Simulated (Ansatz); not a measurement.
**SnO₂, one cell by several methods**

```xyz
3
Lattice="0.0000 2.5717 2.5717 2.5717 0.0000 2.5717 2.5717 2.5717 0.0000" Properties=species:S:1:pos:R:3 pbc="T T T"
Sn    0.0000    0.0000    0.0000
O     1.2859    1.2859    1.2859
O     3.8576    3.8576    3.8576
```

Atoms are numbered in the order listed.

The structure comes from a relaxation in the same program, started in the fluorite type, and has space group Fm-3m. Whether it is a known phase or the ground state wasn't checked.

No spin–orbit coupling, which matters for the heavy atoms here.

All numbers are computed: DFT, PBE, PAW with Ansatz's default frozen-core files, scalar-relativistic (Ansatz 0.2.0); DFT, PBE, all-electron LAPW, scalar-relativistic (Ansatz 0.2.0).

For PAW: a Γ-centred 11×11×11 k mesh, Fermi–Dirac smearing of 0.05 eV, cutoff 420 eV, no spin polarisation. LAPW targets a basis error of 1 meV/atom. The Ansatz runs share mesh, smearing and spin set-up. Plane-wave (PAW) pressures include the program's estimate of the Pulay term.

Stress and pressure are positive in compression.

Levels count from the Fermi level.

PAW results:

```
                      quantity     PAW
                pressure (GPa)    0.01
highest filled level at L (eV)  -2.185
  lowest empty level at L (eV)   4.348
highest filled level at X (eV)  -0.253
  lowest empty level at X (eV)   2.922
```

Task: What does LAPW (all electrons) give for the same quantities?

Result: 
```json
{"quantity": "pressure (GPa)", "LAPW": "-0.07"}
{"quantity": "highest filled level at L (eV)", "LAPW": "-2.186"}
{"quantity": "lowest empty level at L (eV)", "LAPW": "4.349"}
{"quantity": "highest filled level at X (eV)", "LAPW": "-0.255"}
{"quantity": "lowest empty level at X (eV)", "LAPW": "2.919"}
```
